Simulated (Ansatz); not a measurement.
# MnO (Cm) in Ansatz: further runs

The runs below take MnO through band structure, with PBE, LDA, PBEsol.

Everything below comes from runs of Ansatz 0.2.0. Logs are shortened: lines on timing, memory, paths and dates and some standing lists are left out, and cuts for length are marked.

### 1 Starting point

Symmetry: Cm, No. 8, monoclinic system. The conventional cell has a = 5.943 Å, b = 3.434 Å, c = 3.440 Å, α = 90.00°, β = 125.23°, γ = 90.00°. Mn (site symmetry m) is surrounded by 4 O at 2.10 Å. Around O (site symmetry m) lie 4 Mn at 2.10 Å.

The cell comes from a database or a generator and needn't be the stable form of this composition.

### 2 Band structure, PBE, collinear spin, ferromagnetic start

The input, input.yaml:

```yaml
crystal:
  lattice:
    - [2.9712935166, -1.7169813801, 0.0]
    - [2.9712935166, 1.7169813801, 0.0]
    - [-1.9846287531, 0.0, 2.8103092467]
  atoms:
    - { symbol: Mn, position: [0.500199, 0.500199, 0.500665], spin: 4.0 }
    - { symbol: O, position: [0.7498025, 0.7498025, 0.249336] }
kpoints:
  mp_grid: { grid: [9, 9, 9] }
  band_path:
    path: [[0.0, 0.0, -0.5], [0.0, 0.0, 0.0], [0.5, 0.0, 0.0]]
    npoints: 8
scf:
  occupations: { method: fermi_dirac, width: 0.05 }
hamiltonian:
  xc: pbe
  pseudopotentials: { kind: all_electron, lapw: { basis_error: 0.001 } }
magnetization:
  spin_polarized: true
output:
  forces: true
  stress: true
  eigenvalues: true
```

Potentials or basis: all-electron LAPW, scalar-relativistic.

Started as:

```console
> ansatz run input.yaml --threads 2 --pin off --max-ram 6144MiB --backend cpu --events-out ev --progress --plain --runs-dir out
```

Output:

```text
Warning: RAYON_NUM_THREADS=2 ignored (pool sized by the plan → 2); use --threads N
LAPW: plane waves up to 9.795 Å⁻¹, error target 1.0e-3 eV per atom; small_component_spin mean_spin; O in spheres of 0.959 Å, 8 of its electrons in bands, Dirac shells []; Mn in spheres of 1.144 Å, 15 of its electrons in bands, Dirac shells [] (how accurate: hamiltonian.pseudopotentials.lapw.basis_error, Limitations)
Engine: ansatz 0.2.0, x86_64-unknown-linux-gnu
Pseudopotentials: kind: all_electron
Pseudopotential: Mn, LAPW, valence charge 15, lapw/all_electron/scalar/gaussian/Mn, Koelling and Harmon's equation, gaussian nucleus
Pseudopotential: O, LAPW, valence charge 8, lapw/all_electron/scalar/gaussian/O, Koelling and Harmon's equation, gaussian nucleus
Functional definition: PBE
  parameter kappa = 0.804
  parameter beta = 0.06672455060314922
  exchange = pbe_x(kappa = kappa, mu = beta*pi^2/3)
  correlation = pbe_c(beta = beta)
Crystal: 2 atoms, lattice volume = 28.674 Å³
Basis set: ecut = 365.55662212862006 eV, 459 PW (Γ), exchange–correlation at level 2
Bands: 18, of which v1, the nominal top of the filled ones, is band 12 counted from 1 (11 counted from 0)
Symmetry: 2 space group operations
Space group: Cm (ITA 8), of the structure as read, at distance tolerance 3.1e-5 Å
Magnetic group: BNS 8.32 (UNI 39), of the structure as read, at distance tolerance 3.1e-5 Å
k-points: 205 of 729 (time reversal used)
Non-local potential: Mn, projectors of the file, none
Non-local potential: O, projectors of the file, none
Initial density: superposition of atomic densities (chi_scale 0.1, normalization cell, long waves kept (reshape's long-wave potential 0.00 eV rms))
Starting moments: Σ|m| = 4 μB on 1 of 2 sites
Initial wavefunctions: plane waves of lowest kinetic energy (no species holds an atomic orbital)
Functional: x = pbe(κ = 0.804, μ = 0.2195149727645171), c = pbe(β = 0.06672455060314922)
iter 1 solved again at ethr=1.49e-2 eV; its pass at ethr=1.00e-1 eV (dr2=3.42e0 eV) is discarded
SCF iter   1: F=—  HF=-33578.034750 eV  |F-HF|=—  |Δ(HF+E_count)|=         —  Δρ=5.83e-2 (↑5.43e-2 ↓5.83e-2)  dr2=3.42e0  dr2_m=2.68e-1  M=5.000 μB ∫|m|=5.000 μB  β_m=0.30  ethr=1.49e-2  ⟨swp⟩=2.0  Hψ=46228  notcnv=0
Mixer restart at iter 1: flushing history
preconditioner: auto → none  [insulator: Δε(μ)=0.211 eV  Ē_g=13.053 eV  σ=0.050 eV  W_gap=0.78  n_scr=14 (ndim 8)  ℏωp=25.0 eV  f_vac=0.000  D(μ)=0.08/eV (n_scr^D=0)  ε∞_Penn≈4.7]
iter 2 solved again at ethr=5.17e-4 eV; its pass at ethr=1.49e-2 eV (dr2=1.19e-1 eV) is discarded
SCF iter   2: F=—  HF=-33576.427791 eV  |F-HF|=—  |Δ(HF+E_count)|=    1.61e0  Δρ=2.38e-2 (↑2.38e-2 ↓1.99e-2)  dr2=1.19e-1  dr2_m=1.06e-1  M=4.988 μB ∫|m|=4.988 μB  β_m=0.35  ethr=5.17e-4  ⟨swp⟩=2.0  Hψ=37294  notcnv=0
preconditioner: auto → Kerker (q_TF=auto, 2.630 Å⁻¹)  [metal: Δε(μ)=0.063 eV  Ē_g=11.939 eV  σ=0.050 eV  W_gap=0.29  n_scr=14 (ndim 8)  ℏωp=25.0 eV  f_vac=0.004  D(μ)=0.29/eV (n_scr^D=0)]
spin=Collinear: Kerker preconditioning applied to the charge; magnetization (m = ρ↑ − ρ↓) channel mixes plain (no charge-response kernel on spin).
SCF iter   3: F=—  HF=-33576.426290 eV  |F-HF|=—  |Δ(HF+E_count)|=   1.50e-3  Δρ=1.43e-2 (↑1.43e-2 ↓1.37e-2)  dr2=1.02e-1  dr2_m=3.62e-2  M=4.996 μB ∫|m|=4.997 μB  β_m=0.47  ethr=5.16e-4  ⟨swp⟩=2.0  Hψ=22147  notcnv=0
SCF iter   4: F=—  HF=-33576.427146 eV  |F-HF|=—  |Δ(HF+E_count)|=         —  Δρ=3.46e-3 (↑3.46e-3 ↓2.78e-3)  dr2=7.14e-3  dr2_m=1.31e-3  M=4.998 μB ∫|m|=4.998 μB  β_m=0.47  ethr=4.42e-4  ⟨swp⟩=2.1  Hψ=22148  notcnv=0
Mixer restart at iter 4: flushing history
the basis was enlarged: its passes take 1.1 MiB over the memory plan, 2 of 2 planned eigensolver slots
SCF iter   5: F=—  HF=-33576.428500 eV  |F-HF|=—  |Δ(HF+E_count)|=   1.35e-3  Δρ=1.75e-3 (↑1.75e-3 ↓1.56e-3)  dr2=2.55e-3  dr2_m=3.24e-4  M=4.997 μB ∫|m|=4.998 μB  β_m=0.54  ethr=3.10e-5  ⟨swp⟩=2.1  Hψ=20617  notcnv=0
SCF iter   6: F=—  HF=-33576.430108 eV  |F-HF|=—  |Δ(HF+E_count)|=   1.61e-3  Δρ=1.16e-3 (↑1.16e-3 ↓1.03e-3)  dr2=1.69e-3  dr2_m=6.42e-5  M=4.998 μB ∫|m|=4.998 μB  β_m=0.61  ethr=1.11e-5  ⟨swp⟩=2.4  Hψ=20448  notcnv=0
SCF iter   7: F=—  HF=-33576.430749 eV  |F-HF|=—  |Δ(HF+E_count)|=   6.40e-4  Δρ=5.08e-4 (↑3.60e-4 ↓5.08e-4)  dr2=3.58e-4  dr2_m=3.60e-6  M=4.998 μB ∫|m|=4.998 μB  β_m=0.80  ethr=7.35e-6  ⟨swp⟩=2.4  Hψ=20920  notcnv=0
SCF iter   8: F=—  HF=-33576.431017 eV  |F-HF|=—  |Δ(HF+E_count)|=   2.69e-4  Δρ=9.97e-5 (↑9.97e-5 ↓9.47e-5)  dr2=1.60e-5  dr2_m=2.79e-7  M=4.998 μB ∫|m|=4.999 μB  β_m=0.82  ethr=1.56e-6  ⟨swp⟩=3.0  Hψ=20539  notcnv=0
SCF iter   9: F=—  HF=-33576.431024 eV  |F-HF|=—  |Δ(HF+E_count)|=   6.68e-6  Δρ=4.11e-5 (↑4.11e-5 ↓3.18e-5)  dr2=1.40e-6  dr2_m=5.62e-8  M=4.998 μB ∫|m|=4.999 μB  β_m=0.80  ethr=6.97e-8  ⟨swp⟩=3.0  Hψ=20338  notcnv=0
SCF iter  10: F=—  HF=-33576.431027 eV  |F-HF|=—  |Δ(HF+E_count)|=   2.80e-6  Δρ=9.81e-6 (↑8.18e-6 ↓9.81e-6)  dr2=1.06e-7  dr2_m=2.01e-9  M=4.998 μB ∫|m|=4.999 μB  β_m=0.86  ethr=6.10e-9  ⟨swp⟩=3.0  Hψ=20746  notcnv=0
SCF iter  11: F=-33576.431027 eV  HF=-33576.431027 eV  |F-HF|=1.85e-8  |Δ(HF+E_count)|=   1.90e-7  Δρ=4.52e-6 (↑4.37e-6 ↓4.52e-6)  dr2=2.84e-8  dr2_m=7.13e-11  M=4.998 μB ∫|m|=4.999 μB  ethr=4.59e-10  ⟨swp⟩=3.0  Hψ=20476  notcnv=0
SCF 1 converged in 11 iterations: F = -33576.431027 eV  dr2 = 2.84e-8
NSCF: frozen V_eff on 17 k-points
SCF converged after 11 iterations
Magnetization: 4.9984 μB (13.9992 up, 9.0008 down)
Absolute magnetization: 4.9986 μB (∫|ρ↑−ρ↓|)
Spin contamination: 0.0070 ħ² per cell (⟨S²⟩ above its minimum at these occupations)
Per-site moments (μB) at R_I (Å): [(4.34962042846537, 1.1443201937718392), (0.20907510475530655, 0.9593515486897284)]
Free energy (F): -33576.431027 eV
Harris-Foulkes:  -33576.431027 eV  (|F-HF|=1.85e-8)
Internal energy: -33576.429196 eV  (E = F + TS)
E sigma→0 (E₀):  -33576.430112 eV
Entropy (-TS):   -0.001831 eV (-0.916 meV/atom)
Fermi energy:    9.536906 eV
--- Per-component energies (eV) ---
  E_band       = -1318.376380
  E_kinetic    = 33971.815303
  E_xc         = -1658.034447
  E_electrostatic = -65890.210052  (all electrons and nuclei)
  E_smearing   = -0.001831  (= −TS)
  E_closure    = 0.000000  (closes the sum)
  E_atoms      = -33559.639824  (free atoms, spherical and without spin; not in F)
  Σ components = -33576.431027   (vs F -33576.431027, Δ=0.00e0)
  Basis errors (estimates in eV, not in F): energy 5.4e-4 per atom: plane waves 5.0e-4 (2.9e-4 summed), levels above the bands 3.9e-99, relativity 5.5e-8, radial functions 3.9e-5, core shells 2.2e-7; eigenvalues (radial functions only) 6.0e-6; not estimated: angular momenta, meshes, grids; target (lapw.basis_error) 1.0e-3; muffin-tin radii O 0.959 Å, Mn 1.144 Å
--- Forces (eV/Å), atoms counted from 1 ---
  atom   1  Mn     0.00119853    -0.00000000    -0.00001434
  atom   2  O     -0.00119844    -0.00000000     0.00001391
  max |Σ_I F_I| component: 4.30e-7 eV/Å
--- Stress (GPa, compression-positive) ---
       -3.796670       0.000000       0.023715
        0.000000      -3.806291       0.000000
        0.023715       0.000000      -3.999599
  P = ⅓ Tr σ = -3.8675 GPa (-38.675 kbar)
--- Band table (eV; the first three rows and the last of 410) ---
  k-point 0 ↑: bands = ["-497.1763", "-72.1040", "-40.8533", "-40.8528", "-40.8521", "-9.7448", "3.8311", "3.8430", "3.8457", "6.8404", "6.8431", "8.1268", "9.5351", "9.5355", "9.5411", "21.2512", "21.3188", "21.3215"]
  k-point 1 ↑: bands = ["-497.1763", "-72.1038", "-40.8548", "-40.8536", "-40.8532", "-9.6980", "3.6496", "3.8843", "3.8871", "6.8249", "6.8273", "8.4028", "9.4698", "9.4711", "9.5257", "20.1349", "21.3850", "21.3855"]
  k-point 2 ↑: bands = ["-497.1763", "-72.1033", "-40.8615", "-40.8547", "-40.8542", "-9.5790", "3.3348", "3.9826", "3.9861", "6.8170", "6.8186", "8.2791", "9.2807", "9.2818", "10.2420", "18.1566", "21.3684", "21.3774"]
  k-point 204 ↓: bands = ["-497.0007", "-67.2422", "-36.1131", "-36.0900", "-36.0873", "-8.9265", "3.9412", "5.1652", "5.3067", "10.8508", "11.2492", "11.2948", "12.2082", "12.3376", "15.0113", "16.4312", "21.3877", "22.4958"]
```

Run time: 1.9 min. Hardware: 2 threads of AMD EPYC 7R43 (Zen 3), shared host; peak memory 0.8 GiB.

What came out:

```
Free energy             : -33576.4310 eV
Pressure                : -3.9 GPa
Band gap along the path : none (metal or under the smearing width)
Net moment              : 5.00 μB per cell
Absolute moment         : 5.00 μB per cell
Site moments            : Mn +4.35; O +0.21 μB
```

Levels at the corners of the path, in eV from the Fermi level:
Spin up:
```csv
point,band 10,band 11,band 12,band 13,band 14,band 15,band 16,band 17,band 18
X,-2.53,-2.53,-2.45,-0.79,-0.79,3.78,5.05,11.28,11.30
Γ,-2.70,-2.69,-1.41,0.00,0.00,0.00,11.71,11.78,11.78
Y,-2.54,-2.53,-2.45,-0.79,-0.78,3.78,5.08,11.23,11.26
```
Spin down:
| point | band 5 | band 6 | band 7 | band 8 | band 9 | band 10 | band 11 | band 12 | band 13 | band 14 |
| --- | --- | --- | --- | --- | --- | --- | --- | --- | --- | --- |
| X | -45.62 | -18.48 | -5.70 | -4.24 | -4.23 | 1.47 | 1.78 | 1.78 | 2.75 | 2.75 |
| Γ | -45.62 | -18.87 | -4.41 | -4.40 | -4.40 | -0.01 | 1.64 | 1.65 | 3.38 | 3.38 |
| Y | -45.62 | -18.48 | -5.69 | -4.25 | -4.24 | 1.47 | 1.78 | 1.79 | 2.75 | 2.76 |

Caveat: a cell with one magnetic atom can't hold antiferromagnetic order, which such compounds often take; semilocal functionals often make such compounds metallic where correlation or magnetic order opens a gap, which also shifts bond lengths.

### 3 Band structure, LDA, collinear spin, ferromagnetic start

Changes to input.yaml since step 2:

```diff
@@ -16,3 +16,3 @@
 hamiltonian:
-  xc: pbe
+  xc: lda
   pseudopotentials: { kind: all_electron, lapw: { basis_error: 0.001 } }
```

Potentials or basis: all-electron LAPW, scalar-relativistic.

Started as:

```console
> ansatz run input.yaml --threads 2 --pin off --max-ram 6144MiB --backend cpu --events-out ev --progress --plain --runs-dir out
```

Output:

```text
Warning: RAYON_NUM_THREADS=2 ignored (pool sized by the plan → 2); use --threads N
LAPW: plane waves up to 9.786 Å⁻¹, error target 1.0e-3 eV per atom; small_component_spin mean_spin; O in spheres of 0.960 Å, 8 of its electrons in bands, Dirac shells []; Mn in spheres of 1.144 Å, 15 of its electrons in bands, Dirac shells [] (how accurate: hamiltonian.pseudopotentials.lapw.basis_error, Limitations)
Engine: ansatz 0.2.0, x86_64-unknown-linux-gnu
Pseudopotentials: kind: all_electron
Pseudopotential: Mn, LAPW, valence charge 15, lapw/all_electron/scalar/gaussian/Mn, Koelling and Harmon's equation, gaussian nucleus
Pseudopotential: O, LAPW, valence charge 8, lapw/all_electron/scalar/gaussian/O, Koelling and Harmon's equation, gaussian nucleus
Functional definition: SPW92
  exchange = slater_x
  correlation = pw_c
Crystal: 2 atoms, lattice volume = 28.674 Å³
Basis set: ecut = 364.892494727148 eV, 459 PW (Γ), exchange–correlation at level 2
Bands: 18, of which v1, the nominal top of the filled ones, is band 12 counted from 1 (11 counted from 0)
Symmetry: 2 space group operations
Space group: Cm (ITA 8), of the structure as read, at distance tolerance 3.1e-5 Å
Magnetic group: BNS 8.32 (UNI 39), of the structure as read, at distance tolerance 3.1e-5 Å
k-points: 205 of 729 (time reversal used)
Non-local potential: Mn, projectors of the file, none
Non-local potential: O, projectors of the file, none
Initial density: superposition of atomic densities (chi_scale 0.1, normalization cell, long waves kept (reshape's long-wave potential 0.00 eV rms))
Starting moments: Σ|m| = 4 μB on 1 of 2 sites
Initial wavefunctions: plane waves of lowest kinetic energy (no species holds an atomic orbital)
Functional: x = slater, c = lda
iter 1 solved again at ethr=1.39e-2 eV; its pass at ethr=1.00e-1 eV (dr2=3.20e0 eV) is discarded
SCF iter   1: F=—  HF=-33507.610141 eV  |F-HF|=—  |Δ(HF+E_count)|=         —  Δρ=5.62e-2 (↑5.29e-2 ↓5.62e-2)  dr2=3.20e0  dr2_m=2.57e-1  M=5.000 μB ∫|m|=5.000 μB  β_m=0.30  ethr=1.39e-2  ⟨swp⟩=2.0  Hψ=46462  notcnv=0
Mixer restart at iter 1: flushing history
preconditioner: auto → none  [insulator: Δε(μ)=0.208 eV  Ē_g=12.854 eV  σ=0.050 eV  W_gap=0.78  n_scr=14 (ndim 8)  ℏωp=25.0 eV  f_vac=0.000  D(μ)=0.08/eV (n_scr^D=0)  ε∞_Penn≈4.8]
iter 2 solved again at ethr=3.89e-4 eV; its pass at ethr=1.39e-2 eV (dr2=8.96e-2 eV) is discarded
SCF iter   2: F=—  HF=-33506.081100 eV  |F-HF|=—  |Δ(HF+E_count)|=    1.53e0  Δρ=2.15e-2 (↑2.15e-2 ↓1.78e-2)  dr2=8.94e-2  dr2_m=8.43e-2  M=4.924 μB ∫|m|=4.924 μB  β_m=0.34  ethr=3.89e-4  ⟨swp⟩=2.0  Hψ=37294  notcnv=0
preconditioner: auto → Kerker (q_TF=auto, 2.630 Å⁻¹)  [metal: Δε(μ)=0.051 eV  Ē_g=11.750 eV  σ=0.050 eV  W_gap=0.25  n_scr=14 (ndim 8)  ℏωp=25.0 eV  f_vac=0.008  D(μ)=0.84/eV (n_scr^D=8)]
[... 12 lines left out ...]
SCF iter  12: F=-33506.022622 eV  HF=-33506.022622 eV  |F-HF|=5.09e-10  |Δ(HF+E_count)|=   5.41e-9  Δρ=6.63e-7 (↑6.43e-7 ↓6.63e-7)  dr2=6.42e-10  dr2_m=1.28e-11  M=4.973 μB ∫|m|=4.973 μB  ethr=6.00e-11  ⟨swp⟩=2.0  Hψ=19565  notcnv=0
SCF 1 converged in 12 iterations: F = -33506.022622 eV  dr2 = 6.42e-10
NSCF: frozen V_eff on 17 k-points
SCF converged after 12 iterations
Magnetization: 4.9730 μB (13.9865 up, 9.0135 down)
Absolute magnetization: 4.9731 μB (∫|ρ↑−ρ↓|)
Spin contamination: 0.0061 ħ² per cell (⟨S²⟩ above its minimum at these occupations)
Per-site moments (μB) at R_I (Å): [(4.304179614135132, 1.1440725959859364), (0.22439249773856984, 0.9595991464756313)]
Free energy (F): -33506.022622 eV
Harris-Foulkes:  -33506.022622 eV  (|F-HF|=5.09e-10)
Internal energy: -33506.018130 eV  (E = F + TS)
E sigma→0 (E₀):  -33506.020376 eV
Entropy (-TS):   -0.004492 eV (-2.246 meV/atom)
Fermi energy:    9.134774 eV
--- Per-component energies (eV) ---
  E_band       = -1316.064601
  E_kinetic    = 33876.977807
  E_xc         = -1584.964760
  E_electrostatic = -65798.031177  (all electrons and nuclei)
  E_smearing   = -0.004492  (= −TS)
  E_closure    = 0.000000  (closes the sum)
  E_atoms      = -33488.084494  (free atoms, spherical and without spin; not in F)
  Σ components = -33506.022622   (vs F -33506.022622, Δ=0.00e0)
  Basis errors (estimates in eV, not in F): energy 4.5e-4 per atom: plane waves 4.1e-4 (2.4e-4 summed), levels above the bands 5.7e-98, relativity 7.0e-9, radial functions 3.9e-5, core shells 2.2e-7; eigenvalues (radial functions only) 5.5e-6; not estimated: angular momenta, meshes, grids; target (lapw.basis_error) 1.0e-3; muffin-tin radii O 0.960 Å, Mn 1.144 Å
--- Forces (eV/Å), atoms counted from 1 ---
  atom   1  Mn     0.00086312    -0.00000000    -0.00253795
  atom   2  O     -0.00086317    -0.00000000     0.00253735
  max |Σ_I F_I| component: 5.97e-7 eV/Å
--- Stress (GPa, compression-positive) ---
      -12.799875       0.000000       0.027926
        0.000000     -12.823209       0.000000
        0.027926       0.000000     -13.030456
  P = ⅓ Tr σ = -12.8845 GPa (-128.845 kbar)
--- Band table (eV; the first three rows and the last of 410) ---
  k-point 0 ↑: bands = ["-493.7447", "-71.7084", "-40.8103", "-40.8099", "-40.8093", "-9.9300", "3.3833", "3.3957", "3.3984", "6.5442", "6.5472", "7.7527", "9.1847", "9.1851", "9.1906", "20.6750", "20.7429", "20.7451"]
  k-point 1 ↑: bands = ["-493.7447", "-71.7082", "-40.8121", "-40.8107", "-40.8104", "-9.8805", "3.1979", "3.4361", "3.4390", "6.5275", "6.5302", "8.0440", "9.1210", "9.1222", "9.1590", "19.5701", "20.8158", "20.8166"]
  k-point 2 ↑: bands = ["-493.7447", "-71.7076", "-40.8192", "-40.8118", "-40.8115", "-9.7546", "2.8714", "3.5325", "3.5361", "6.5179", "6.5196", "7.9527", "8.9344", "8.9354", "9.8395", "17.6213", "20.8220", "20.8311"]
  k-point 204 ↓: bands = ["-493.5352", "-67.0886", "-36.3469", "-36.3228", "-36.3201", "-9.0059", "3.4761", "4.7339", "4.8811", "10.1887", "10.5735", "10.6234", "11.5934", "11.7202", "14.3957", "15.7501", "20.7140", "21.8308"]
```

bands.tsv:

```text
[... 25 lines left out ...]
2.238518	-502.879431	-80.841330	-49.968926	-49.948738	-49.947820	-18.634635	-6.504353	-5.457338	-5.450257	-2.431571	-2.424988	-2.355433	-0.738684	-0.725203	3.679995	5.076565	11.124113	11.148421	-502.670011	-76.223522	-45.482827	-45.455227	-45.454106	-18.158330	-5.759517	-4.274349	-4.265857	1.217251	1.501749	1.515045	2.536549	2.549331	4.810748	6.486833	12.670759	12.693794
```

Wall time 2.3 min (2 threads of AMD EPYC 7R43 (Zen 3), shared host); peak memory 0.79 GiB.

Results:

* Free energy: -33506.0226 eV
* Pressure: -12.9 GPa
* Band gap along the path: none (metal or under the smearing width)
* Net moment: 4.97 μB per cell
* Absolute moment: 4.97 μB per cell
* Site moments: Mn +4.30; O +0.22 μB

Forces on the atoms (eV/Å):
```
Mn   0.001  0.000 -0.003
O   -0.001  0.000  0.003
```

Levels at the corners of the path, in eV from the Fermi level:
Spin up:
```csv
point,band 12,band 13,band 14,band 15,band 16,band 17
X,-2.36,-0.74,-0.74,3.68,5.05,11.17
Γ,-1.38,0.05,0.05,0.06,11.54,11.61
Y,-2.36,-0.74,-0.73,3.68,5.08,11.12
```
Spin down:
```csv
point,band 5,band 6,band 7,band 8,band 9,band 10,band 11,band 12,band 13,band 14
X,-45.45,-18.16,-5.77,-4.26,-4.26,1.21,1.51,1.51,2.54,2.54
Γ,-45.45,-18.58,-4.45,-4.43,-4.43,-0.25,1.36,1.36,3.20,3.20
Y,-45.45,-18.16,-5.76,-4.27,-4.27,1.22,1.50,1.52,2.54,2.55
```

Caveat: a cell with one magnetic atom can't hold antiferromagnetic order, which such compounds often take; semilocal functionals often make such compounds metallic where correlation or magnetic order opens a gap, which also shifts bond lengths.

### 4 Band structure, PBEsol, collinear spin, ferromagnetic start

Changes to input.yaml since step 3:

```diff
@@ -16,3 +16,3 @@
 hamiltonian:
-  xc: lda
+  xc: pbesol
   pseudopotentials: { kind: all_electron, lapw: { basis_error: 0.001 } }
```

Started as:

```console
> ansatz run input.yaml --threads 2 --pin off --max-ram 6144MiB --backend cpu --events-out ev --progress --plain --runs-dir out
```

It took 77 s on 2 threads of AMD EPYC 7R43 (Zen 3), shared host; peak memory 0.8 GiB.

The run converged. Its results:

```
Free energy             : -33539.4467 eV
Pressure                : -8.4 GPa
Band gap along the path : none (metal or under the smearing width)
Net moment              : 5.00 μB per cell
Absolute moment         : 5.00 μB per cell
Site moments            : Mn +4.34; O +0.20 μB
```

Stress tensor (GPa, compression positive):
```
-8.29  0.00  0.03
 0.00 -8.31  0.00
 0.03  0.00 -8.50
```

Levels at the corners of the path, in eV from the Fermi level:
Spin up:
| point | band 12 | band 13 | band 14 | band 15 | band 16 | band 17 |
| --- | --- | --- | --- | --- | --- | --- |
| X | -2.46 | -0.79 | -0.79 | 3.63 | 4.98 | 11.13 |
| Γ | -1.52 | 0.01 | 0.01 | 0.01 | 11.55 | 11.62 |
| Y | -2.46 | -0.79 | -0.78 | 3.62 | 5.00 | 11.09 |
Spin down:
| point | band 5 | band 6 | band 7 | band 8 | band 9 | band 10 | band 11 | band 12 | band 13 | band 14 |
| --- | --- | --- | --- | --- | --- | --- | --- | --- | --- | --- |
| X | -45.54 | -18.39 | -5.73 | -4.25 | -4.24 | 1.43 | 1.74 | 1.75 | 2.73 | 2.73 |
| Γ | -45.53 | -18.79 | -4.42 | -4.41 | -4.41 | -0.09 | 1.61 | 1.61 | 3.37 | 3.37 |
| Y | -45.54 | -18.39 | -5.72 | -4.26 | -4.25 | 1.44 | 1.74 | 1.75 | 2.73 | 2.75 |

Caveat: a cell with one magnetic atom can't hold antiferromagnetic order, which such compounds often take; semilocal functionals often make such compounds metallic where correlation or magnetic order opens a gap, which also shifts bond lengths.

### 5 Summary

```tsv
level	cutoff (eV)	pressure (GPa)	moment (μB)
PBE	366	-3.9	5.00
LDA	365	-12.9	4.97
PBEsol	365	-8.4	5.00
```

Alike in all rows: task band structure; potentials or basis all-electron LAPW, scalar-relativistic; spin collinear, ferromagnetic start; cell as given; k mesh 9 × 9 × 9; smearing fermi-dirac 0.05 eV; basis error allowed 0.001 eV/atom.

The pressure there spans -12.9 GPa (LDA) to -3.9 GPa (PBE); a positive pressure means that this level wants a larger cell, a negative one a smaller.

Caveats: a cell with one magnetic atom can't hold antiferromagnetic order, which such compounds often take; semilocal functionals often make such compounds metallic where correlation or magnetic order opens a gap, which also shifts bond lengths.

Compare energies only between runs with the same functional and basis.
